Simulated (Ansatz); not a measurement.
# EuO: the cost of one run

Computed with Ansatz 0.2.0 (DFT r²SCAN, scalar-relativistic, plane waves, PAW (the target; the first runs use scalar-relativistic PBE), unless a step's input says otherwise).

### 1 The starting structure

The structure is cubic, space group Fm-3m (No. 225). Conventional cell: a = 5.144 Å, b = 5.144 Å, c = 5.144 Å, α = 90.00°, β = 90.00°, γ = 90.00°. Eu (site symmetry m-3m) has 6 O at 2.57 Å as nearest neighbours. O (site symmetry m-3m) has 6 Eu at 2.57 Å as nearest neighbours.

Coordinates:

```
CELL_PARAMETERS angstrom
0.00000 2.57195 2.57195
2.57195 0.00000 2.57195
2.57195 2.57195 0.00000
ATOMIC_POSITIONS crystal
Eu 0.00000 0.00000 0.00000
O 0.50000 0.50000 0.50000
```

The moments start at Eu 7.00 μB.

### 2 At the starting volume (PBE, 6×6×6 mesh)

Contents of input.yaml:

```yaml
crystal:
  lattice:
    - [0.0, 2.57195, 2.57195]
    - [2.57195, 0.0, 2.57195]
    - [2.57195, 2.57195, 0.0]
  atoms:
    - { symbol: Eu, position: [0.0, 0.0, 0.0], spin: 7.0 }
    - { symbol: O, position: [0.5, 0.5, 0.5] }
basis:
  ecutwfc: 420
  ecutrho_ratio: 4
kpoints:
  mp_grid: { grid: [6, 6, 6] }
hamiltonian:
  xc: pbe
scf:
  occupations: { method: gaussian, width: 0.05 }
output:
  forces: true
  stress: true
  eigenvalues: true
  populations: true
magnetization:
  spin_polarized: true
```

On the command line:

```console
> ansatz run input.yaml --threads 4 --pin off --max-ram 10240MiB --backend cpu --events-out ev --progress --plain --runs-dir out
```

**Question.** How long does this run take on 4 threads of Arm Neoverse V1, shared host, and how much memory does it need?

About 1.4 s, with a peak of 0.35 GiB.
